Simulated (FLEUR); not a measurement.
# CaF2 (Fluorite) (Fm-3m) in FLEUR: convergence with Kmax

Aim: find how far Kmax must go before the results for CaF2 (Fluorite) settle, at PBE. This setting moves, with any that are tied to it; all else stays.

Program: FLEUR MaX-R8.1 (later development tree). These are calculated values, not measurements. Logs are shortened: lines on timing, memory, paths and dates and some standing lists are left out, and cuts for length are marked.

## 1. The crystal as given

It takes space group Fm-3m (No. 225, cubic). Conventional cell: a = 5.462 Å, b = 5.462 Å, c = 5.462 Å, α = 90.00°, β = 90.00°, γ = 90.00°. Ca (site symmetry m-3m) is surrounded by 8 F at 2.37 Å. F (site symmetry -43m) is surrounded by 4 Ca at 2.37 Å.

## 2. With Kmax 2.6

The input, inp.xml:

```xml
<?xml version="1.0" encoding="UTF-8" standalone="no"?>
<fleurInput fleurInputVersion="0.39">
   <comment>
      CaF2                                                                                                
   </comment>
   <calculationSetup>
      <cutoffs Kmax="2.6" Gmax="16.5" GmaxXC="16.5" numbands="0"/>
      <scfLoop itmax="60" minDistance="0.00001" maxIterBroyd="15" imix="Anderson" alpha="0.05" precondParam="0.0" spinf="2.0" sdNocoIR="T"/>
      <coreElectrons ctail="T" frcor="F" kcrel="0" coretail_lmax="0"/>
      <xcFunctional name="pbe" relativisticCorrections="F"/>
      <magnetism jspins="1"/>
      <soc l_soc="F" theta="0.0" phi="0.0" spav="F"/>
      <expertModes spex="0" secvar="F"/>
      <geometryOptimization l_f="T" forcealpha="1.0" forcemix="BFGS" epsdisp="0.0005" epsforce="0.0002"/>
      <ldaU l_linMix="F" mixParam="0.05" spinf="1.0"/>
   </calculationSetup>
   <cell>
      <bzIntegration valenceElectrons="24.0" mode="hist" fermiSmearingEnergy="0.00183747">
         <kPointListSelection listName="default-1"/>
         <!-- k-points included here -->
         <xi:include xmlns:xi="http://www.w3.org/2001/XInclude" href="kpts.xml"> </xi:include>
      </bzIntegration>
      <!-- symmetry operations included here -->
      <xi:include xmlns:xi="http://www.w3.org/2001/XInclude" href="sym.xml"> </xi:include>
      <bulkLattice scale="1.0">
         <bravaisMatrix>
            <row-1>    0.0000000000000000     5.1608420462825997     5.1608420462825997</row-1>
            <row-2>    5.1608420462825997     0.0000000000000000     5.1608420462825997</row-2>
            <row-3>    5.1608420462825997     5.1608420462825997     0.0000000000000000</row-3>
         </bravaisMatrix>
      </bulkLattice>
   </cell>
   <atomSpecies>
      <species name="Calcium (Ca)" element="Ca" atomicNumber="20">
         <mtSphere radius="2.32" gridPoints="777" logIncrement="0.015"/>
         <atomicCutoffs lmax="9" lnonsphr="9"/>
         <electronConfig flipSpins="F">
            <coreConfig>(1s1/2) (2s1/2) (2p1/2) (2p3/2)</coreConfig>
            <valenceConfig>(3s1/2) (3p1/2) (3p3/2) (4s1/2)</valenceConfig>
         </electronConfig>
         <energyParameters s="4" p="3" d="3" f="4"/>
         <lo type="SCLO" l="0" n="3" eDeriv="0"/>
         <lo type="HELO" l="1" n="4" eDeriv="0"/>
         <lo type="HELO" l="1" n="4" eDeriv="1"/>
         <lo type="SCLO" l="2" n="3" eDeriv="2"/>
         <lo type="SCLO" l="3" n="4" eDeriv="2"/>
      </species>
      <species name="Fluorine (F)" element="F" atomicNumber="9">
         <mtSphere radius="1.78" gridPoints="593" logIncrement="0.018"/>
         <atomicCutoffs lmax="8" lnonsphr="8"/>
         <electronConfig flipSpins="F">
            <coreConfig>(1s1/2)</coreConfig>
            <valenceConfig>(2s1/2) (2p1/2) (2p3/2)</valenceConfig>
            <stateOccupation state="(2p1/2)" spinUp="0.833333" spinDown="0.833333"/>
            <stateOccupation state="(2p3/2)" spinUp="1.666667" spinDown="1.666667"/>
         </electronConfig>
         <energyParameters s="2" p="2" d="3" f="4"/>
         <lo type="SCLO" l="0" n="2" eDeriv="2"/>
         <lo type="SCLO" l="1" n="2" eDeriv="2"/>
         <lo type="SCLO" l="2" n="3" eDeriv="2"/>
      </species>
   </atomSpecies>
   <atomGroups>
      <atomGroup species="Calcium (Ca)">
         <relPos label="                   1">.0000000000 .0000000000 .0000000000</relPos>
         <force calculate="T" relaxXYZ="TTT"/>
      </atomGroup>
      <atomGroup species="Fluorine (F)">
         <relPos label="                   2">-1.000/4.000 -1.000/4.000 -1.000/4.000</relPos>
         <relPos label="                   3">1.000/4.000 1.000/4.000 1.000/4.000</relPos>
         <force calculate="T" relaxXYZ="TTT"/>
      </atomGroup>
   </atomGroups>
   <output dos="F" band="F" slice="F">
      <checks vchk="F" cdinf="F"/>
      <bandDOS minEnergy="-.5*Htr" maxEnergy="0.5*Htr" sigma="0.015" storeEVData="T"/>
      <vacuumDOS vacdos="F" integ="F" star="F" nstars="0" locx1="0.0" locy1="0.0" locx2="0.0" locy2="0.0" nstm="0" tworkf="0.0"/>
      <unfoldingBand unfoldBand="F" supercellX="1" supercellY="1" supercellZ="1"/>
      <plotting iplot="0" polar="F">
         <plot TwoD="T" vec1="  1.0  0.0  0.0" vec2="  0.0  1.0  0.0" vec3="  0.0  0.0  1.0" zero="  0.0  0.0  0.0" file="plot"/>
      </plotting>
      <chargeDensitySlicing numkpt="0" minEigenval="0.0" maxEigenval="0.0" nnne="0" pallst="F"/>
      <specialOutput eonly="F"/>
      <moessbauerParams electricFieldGradient="T" isomerShift="T" coreHyperfine="T" valenceHyperfine="T"/>
      <magneticCircularDichroism mcd="F" energyLo="-10.0" energyUp="0.0"/>
   </output>
  <!-- We include the file relax.xml here to enable relaxations (see documentation) -->
  <xi:include xmlns:xi="http://www.w3.org/2001/XInclude" href="relax.xml"> <xi:fallback/> </xi:include>
</fleurInput>
```

The input, crystal.txt:

```
CaF2
&input cartesian=F /
0.0000000000  2.7310000000  2.7310000000
2.7310000000  0.0000000000  2.7310000000
2.7310000000  2.7310000000  0.0000000000
1.8897261246
1.0 1.0 1.0

3
20 0.0000000000  0.0000000000  0.0000000000
9 0.7500000000  0.7500000000  0.7500000000
9 0.2500000000  0.2500000000  0.2500000000

&kpt div1=6 div2=6 div3=6 gamma=T /
```

Potentials or basis: all-electron, FLAPW.

The run is started by

```
> inpgen -f crystal.txt -profile fastHighL
> # inp.xml edited to the form shown
> fleur_MPI
```

Wall time 14 s (1 thread of Arm Neoverse V2, shared host); peak memory 0.06 GiB.

What came out:

| Quantity | Value |
| --- | --- |
| Free energy | -23952.1025 eV |
| Band gap on the k mesh | 7.11 eV, indirect (least direct gap 7.28 eV) |
| Valence electrons inside the program's atomic spheres | Ca 8.04; F 6.54 (radii Ca 2.32, F 1.78 bohr) |

## 3. With Kmax 3

Edit inp.xml of step 2 so:

```diff
@@ -6,3 +6,3 @@
    <calculationSetup>
-      <cutoffs Kmax="2.6" Gmax="16.5" GmaxXC="16.5" numbands="0"/>
+      <cutoffs Kmax="3.0" Gmax="16.5" GmaxXC="16.5" numbands="0"/>
       <scfLoop itmax="60" minDistance="0.00001" maxIterBroyd="15" imix="Anderson" alpha="0.05" precondParam="0.0" spinf="2.0" sdNocoIR="T"/>
```

crystal.txt is that of step 2.

Potentials or basis: all-electron, FLAPW.

The run is started by

```
> inpgen -f crystal.txt -profile fastHighL
> # inp.xml edited to the form shown
> fleur_MPI
```

Wall time 17 s (1 thread of Arm Neoverse V2, shared host); peak memory 0.06 GiB.

Results:

- Free energy: -23956.3357 eV
- Band gap on the k mesh: 7.18 eV, indirect (least direct gap 7.61 eV)
- Valence electrons inside the program's atomic spheres: Ca 8.06; F 6.62 (radii Ca 2.32, F 1.78 bohr)

## 4. With Kmax 3.4

Edit inp.xml of step 3 so:

```diff
@@ -6,3 +6,3 @@
    <calculationSetup>
-      <cutoffs Kmax="3.0" Gmax="16.5" GmaxXC="16.5" numbands="0"/>
+      <cutoffs Kmax="3.4" Gmax="16.5" GmaxXC="16.5" numbands="0"/>
       <scfLoop itmax="60" minDistance="0.00001" maxIterBroyd="15" imix="Anderson" alpha="0.05" precondParam="0.0" spinf="2.0" sdNocoIR="T"/>
```

crystal.txt is that of step 3.

The run is started by

```
> inpgen -f crystal.txt -profile fastHighL
> # inp.xml edited to the form shown
> fleur_MPI
```

It took 17 s on 1 thread of Arm Neoverse V2, shared host; peak memory 0.07 GiB.

What came out:

- Free energy: -23957.7693 eV
- Band gap on the k mesh: 7.30 eV, indirect (least direct gap 7.53 eV)
- Valence electrons inside the program's atomic spheres: Ca 8.07; F 6.66 (radii Ca 2.32, F 1.78 bohr)

## 5. With Kmax 3.8

Edit inp.xml of step 4 so:

```diff
@@ -6,3 +6,3 @@
    <calculationSetup>
-      <cutoffs Kmax="3.4" Gmax="16.5" GmaxXC="16.5" numbands="0"/>
+      <cutoffs Kmax="3.8" Gmax="16.5" GmaxXC="16.5" numbands="0"/>
       <scfLoop itmax="60" minDistance="0.00001" maxIterBroyd="15" imix="Anderson" alpha="0.05" precondParam="0.0" spinf="2.0" sdNocoIR="T"/>
```

crystal.txt is that of step 4.

The run is started by

```
> inpgen -f crystal.txt -profile fastHighL
> # inp.xml edited to the form shown
> fleur_MPI
```

It took 21 s on 1 thread of Arm Neoverse V2, shared host; peak memory 0.07 GiB.

Results:

```
Free energy                                           : -23958.2102 eV
Band gap on the k mesh                                : 7.29 eV, indirect (least direct gap 7.54 eV)
Valence electrons inside the program's atomic spheres : Ca 8.07; F 6.67 (radii Ca 2.32, F 1.78 bohr)
```

## 6. With Kmax 4.2

Edit inp.xml of step 5 so:

```diff
@@ -6,3 +6,3 @@
    <calculationSetup>
-      <cutoffs Kmax="3.8" Gmax="16.5" GmaxXC="16.5" numbands="0"/>
+      <cutoffs Kmax="4.2" Gmax="16.5" GmaxXC="16.5" numbands="0"/>
       <scfLoop itmax="60" minDistance="0.00001" maxIterBroyd="15" imix="Anderson" alpha="0.05" precondParam="0.0" spinf="2.0" sdNocoIR="T"/>
```

crystal.txt is that of step 5.

Potentials or basis: all-electron, FLAPW.

The run is started by

```
> inpgen -f crystal.txt -profile fastHighL
> # inp.xml edited to the form shown
> fleur_MPI
```

Run time: 26 s. Hardware: 1 thread of Arm Neoverse V2, shared host; peak memory 0.07 GiB.

What came out:

- Free energy: -23958.3460 eV
- Band gap on the k mesh: 7.29 eV, indirect (least direct gap 7.54 eV)
- Valence electrons inside the program's atomic spheres: Ca 8.07; F 6.68 (radii Ca 2.32, F 1.78 bohr)

## 7. With Kmax 4.6

Edit inp.xml of step 6 so:

```diff
@@ -6,3 +6,3 @@
    <calculationSetup>
-      <cutoffs Kmax="4.2" Gmax="16.5" GmaxXC="16.5" numbands="0"/>
+      <cutoffs Kmax="4.6" Gmax="16.5" GmaxXC="16.5" numbands="0"/>
       <scfLoop itmax="60" minDistance="0.00001" maxIterBroyd="15" imix="Anderson" alpha="0.05" precondParam="0.0" spinf="2.0" sdNocoIR="T"/>
```

crystal.txt is that of step 6.

The run is started by

```
> inpgen -f crystal.txt -profile fastHighL
> # inp.xml edited to the form shown
> fleur_MPI
```

Wall time 33 s (1 thread of Arm Neoverse V2, shared host); peak memory 0.07 GiB.

Results:

```yaml
Free_energy: -23958.3849 eV
Band_gap_on_the_k_mesh: 7.29 eV, indirect (least direct gap 7.55 eV)
Valence_electrons_inside_the_program's_atomic_spheres: Ca 8.07; F 6.68 (radii Ca 2.32, F 1.78 bohr)
```

## 8. With Kmax 5

Edit inp.xml of step 7 so:

```diff
@@ -6,3 +6,3 @@
    <calculationSetup>
-      <cutoffs Kmax="4.6" Gmax="16.5" GmaxXC="16.5" numbands="0"/>
+      <cutoffs Kmax="5.0" Gmax="16.5" GmaxXC="16.5" numbands="0"/>
       <scfLoop itmax="60" minDistance="0.00001" maxIterBroyd="15" imix="Anderson" alpha="0.05" precondParam="0.0" spinf="2.0" sdNocoIR="T"/>
```

crystal.txt is that of step 7.

The run is started by

```
> inpgen -f crystal.txt -profile fastHighL
> # inp.xml edited to the form shown
> fleur_MPI
```

Run time: 44 s. Hardware: 1 thread of Arm Neoverse V2, shared host; peak memory 0.07 GiB.

What came out:

```
Free energy                                           : -23958.3958 eV
Band gap on the k mesh                                : 7.29 eV, indirect (least direct gap 7.55 eV)
Valence electrons inside the program's atomic spheres : Ca 8.07; F 6.68 (radii Ca 2.32, F 1.78 bohr)
```

## 9. With Kmax 5.5

Edit inp.xml of step 8 so:

```diff
@@ -6,3 +6,3 @@
    <calculationSetup>
-      <cutoffs Kmax="5.0" Gmax="16.5" GmaxXC="16.5" numbands="0"/>
+      <cutoffs Kmax="5.5" Gmax="16.5" GmaxXC="16.5" numbands="0"/>
       <scfLoop itmax="60" minDistance="0.00001" maxIterBroyd="15" imix="Anderson" alpha="0.05" precondParam="0.0" spinf="2.0" sdNocoIR="T"/>
```

crystal.txt is that of step 8.

Potentials or basis: all-electron, FLAPW.

The run is started by

```
> inpgen -f crystal.txt -profile fastHighL
> # inp.xml edited to the form shown
> fleur_MPI
```

What it wrote:

```text
Welcome to FLEUR        (www.flapw.de)
      MaX-Release 8.1          (www.max-centre.eu)

 ========== k-point set info ==========
 Selected k-point list: default-1
 k-point list type: mesh
 6 x 6 x 6
 Number of k points: 16

 ------------Calculation Setup---------------------------
 Number of MPI-tasks      :            1
 Number of PE/node        :            1
 Number of OMP-threads    :            1
 Most efficient MPI parallelization for:
           1           2           4           8          16
 Additional eigenvalue parallelization possible
 Number of basis functions:          890
 Approximate size of matrices (H+S) per k-point:         0.012 GB
 --------------------------------------------------------
 Iteration:     1   Distance:      16.63246262 me/bohr^3
 Iteration:     2   Distance:      14.21572972 me/bohr^3
 Iteration:     3   Distance:       4.68159658 me/bohr^3
 Iteration:     4   Distance:       5.09707929 me/bohr^3
 Iteration:     5   Distance:       0.63693857 me/bohr^3
 Iteration:     6   Distance:       1.12111033 me/bohr^3
 Iteration:     7   Distance:       0.17244146 me/bohr^3
 Iteration:     8   Distance:       0.15619223 me/bohr^3
 Iteration:     9   Distance:       0.03622239 me/bohr^3
 Iteration:    10   Distance:       0.00269612 me/bohr^3
 Iteration:    11   Distance:       0.00151594 me/bohr^3
 Iteration:    12   Distance:       0.00043678 me/bohr^3
 Iteration:    13   Distance:       0.00026250 me/bohr^3
 Iteration:    14   Distance:       0.00000477 me/bohr^3

 ********************************************************************
 Run finished successfully
 Stop message:
   Structural relaxation: Done
 ********************************************************************
```

out.xml (last iteration):

```text
<iteration numberForCurrentRun="   15" overallNumber="   15">
         <energyParameters units="Htr">
            <atomicEP atomType="1" spin="1" branch="4s" branchLowest="-1.17" branchHighest="2.88" value="0.1852696915"/>
            <atomicEP atomType="1" spin="1" branch="3p" branchLowest="-11.82" branchHighest="-0.41" value="-0.5643672327"/>
            <atomicEP atomType="1" spin="1" branch="3d" branchLowest="-9.99" branchHighest="0.76" value="0.3155763065"/>
            <atomicEP atomType="1" spin="1" branch="4f" branchLowest="-9.99" branchHighest="3.15" value="0.5470555757"/>
            <loAtomicEP atomType="1" spin="1" branch="3s" branchLowest="-14.75" branchHighest="-1.17" value="-1.2646909256"/>
            <heloAtomicEP atomType="1" spin="1" branch="4p" branchLowest="2.10" branchHighest="2.10" value="2.0967229395"/>
            <heloAtomicEP atomType="1" spin="1" branch="4p" branchLowest="2.10" branchHighest="2.10" value="2.0967229395"/>
            <loAtomicEP atomType="1" spin="1" branch="3d" branchLowest="-9.99" branchHighest="0.76" value="0.3154659378"/>
            <loAtomicEP atomType="1" spin="1" branch="4f" branchLowest="-9.99" branchHighest="3.15" value="0.5470576519"/>
            <atomicEP atomType="2" spin="1" branch="2s" branchLowest="-23.87" branchHighest="-0.35" value="-0.6646475225"/>
            <atomicEP atomType="2" spin="1" branch="2p" branchLowest="-9.99" branchHighest="0.39" value="-0.0007000421"/>
            <atomicEP atomType="2" spin="1" branch="3d" branchLowest="-9.99" branchHighest="3.90" value="0.4792753964"/>
            <atomicEP atomType="2" spin="1" branch="4f" branchLowest="-9.99" branchHighest="6.75" value="0.6403640454"/>
            <loAtomicEP atomType="2" spin="1" branch="2s" branchLowest="-23.87" branchHighest="-0.35" value="-0.6646475225"/>
            <loAtomicEP atomType="2" spin="1" branch="2p" branchLowest="-9.99" branchHighest="0.39" value="-0.0013220649"/>
            <loAtomicEP atomType="2" spin="1" branch="3d" branchLowest="-9.99" branchHighest="3.90" value="0.4792756385"/>
         </energyParameters>
         <eigenvalues>
            <eigenvaluesAt spin="1" ikpt="1" k_x="0.00000000" k_y="0.00000000" k_z="0.00000000">
                      -1.2654844451       -0.6734151715       -0.6451671601       -0.5648352381       -0.5648352381
                      -0.5648352381       -0.0184394915       -0.0184394915       -0.0184394915        0.0494582716
                       0.0494582716        0.0494582716        0.3268692024        0.3958003622        0.3958003622
                       0.4713332277        0.4713332277        0.4713332277        0.6815999383
            </eigenvaluesAt>
            <eigenvaluesAt spin="1" ikpt="2" k_x="0.00000000" k_y="0.00000000" k_z="0.16666667">
                      -1.2651806363       -0.6757593372       -0.6478207926       -0.5652187871       -0.5652187871
                      -0.5604967140       -0.0139809602       -0.0139809602       -0.0105305313        0.0385170929
                       0.0449514073        0.0449514073        0.3516173888        0.3978349433        0.3978349433
                       0.4626045292        0.4688382204        0.4688382204        0.6403911485
[... 30 lines left out ...]
         </coreStates>
         <coreStates atomType="     2" atomicNumber="  9" spin="1" kinEnergy="     74.4684854670" eigValSum="    -47.7319137029" lostElectrons=" 0.000000">
            <state n="1" l="0" j="0.5" energy="-23.8659568514" weight="1.0000000000"/>
         </coreStates>
         <allElectronCharges>
            <spinDependentCharge spin="1" total="38.0000000" interstitial="2.5633438" mtSpheres="35.4366562"/>
            <totalCharge value="37.9999999984"/>
         </allElectronCharges>
         <moessbauerParams unitsHFF="kG" unitsIS="e/bohr^3" unitsEFG="Htr/bohr^2">
            <coreIsomerShift atomType="1" isTotal="6118.05822">
               <shell n="1" l="0" isomerShift="5639.43084"/>
               <shell n="2" l="0" isomerShift="477.21081"/>
               <shell n="2" l="1" isomerShift="1.41657"/>
            </coreIsomerShift>
            <coreIsomerShift atomType="2" isTotal="441.14533">
               <shell n="1" l="0" isomerShift="441.14533"/>
            </coreIsomerShift>
            <isomerShift atomType="1" nucleusRadius="0.0000808" averageDensity="6180.05335"/>
            <isomerShift atomType="2" nucleusRadius="0.0000630" averageDensity="464.51365"/>
            <electricFieldGradient atomType="1" VXX="0.00000" VYY="0.00000" VZZ="0.00000" asymParam="0.00000">
            </electricFieldGradient>
            <electricFieldGradient atomType="2" VXX="0.00000" VYY="0.00000" VZZ="0.00000" asymParam="0.00000">
            </electricFieldGradient>
         </moessbauerParams>
         <totalEnergy                                    value="     -880.4549386097" units="Htr">
            <sumOfEigenvalues                            value="     -493.5824058831">
               <coreElectrons value="-485.2077078657"/>
               <valenceElectrons value="-8.3746980174"/>
            </sumOfEigenvalues>
            <densityCoulombPotentialIntegral value="-1305.4301303867"/>
            <densityEffectivePotentialIntegral value="-1379.2009334288"/>
            <chargeDenXCDenIntegral value="-57.1081750447"/>
            <FockExchangeEnergyValence value="0.0000000000"/>
            <FockExchangeEnergyCore value="0.0000000000"/>
            <atomTypeDependentContributions atomType="1">
               <electronNucleiInteractionDifferentMTs value="803.4760932429"/>
               <MadelungTerm value="-9.4157182657"/>
            </atomTypeDependentContributions>
            <atomTypeDependentContributions atomType="2">
               <electronNucleiInteractionDifferentMTs value="239.3640513706"/>
               <MadelungTerm value="-3.9943630382"/>
            </atomTypeDependentContributions>
            <tkbTimesEntropy value="0.0000000000"/>
            <freeEnergy value="-880.4549386097"/>
            <extrapolationTo0K value="-880.4549386097"/>
         </totalEnergy>
         <totalForcesOnRepresentativeAtoms units="Htr/bohr">
            <forceTotal atomType="1" x="0.000000" y="0.000000" z="0.000000" F_x="0.00000000" F_y="0.00000000" F_z="0.00000000"/>
            <forceTotal atomType="2" x="-2.580421" y="-2.580421" z="-2.580421" F_x="0.00000000" F_y="0.00000000" F_z="0.00000000"/>
         </totalForcesOnRepresentativeAtoms>
      </iteration>
```

Wall time 66 s (1 thread of Arm Neoverse V2, shared host); peak memory 0.08 GiB.

Results:

```yaml
Free_energy: -23958.3994 eV
Band_gap_on_the_k_mesh: 7.29 eV, indirect (least direct gap 7.55 eV)
Valence_electrons_inside_the_program's_atomic_spheres: Ca 8.07; F 6.68 (radii Ca 2.32, F 1.78 bohr)
```

## 10. The series at a glance

| Kmax | energy less the tightest run, at zero smearing (meV/atom) | gap on the mesh (eV) | SCF cycles | CPU time (s) | peak memory (GiB) |
| --- | --- | --- | --- | --- | --- |
| 2.6 | 2098.97 | 7.109 | 15 | 14 | 0.06 |
| 3 | 687.90 | 7.175 | 16 | 17 | 0.06 |
| 3.4 | 210.05 | 7.299 | 15 | 17 | 0.07 |
| 3.8 | 63.06 | 7.287 | 15 | 21 | 0.07 |
| 4.2 | 17.81 | 7.288 | 15 | 26 | 0.07 |
| 4.6 | 4.85 | 7.290 | 15 | 33 | 0.07 |
| 5 | 1.19 | 7.292 | 15 | 44 | 0.07 |
| 5.5 | 0.00 | 7.293 | 15 | 66 | 0.08 |

Against the tightest run, the gap on the mesh stays within 0.01 eV from 3.4 on. Not settled before the last step: the energy (to 1 meV/atom). The tightest run that finished is the yardstick and may itself not be fully converged.
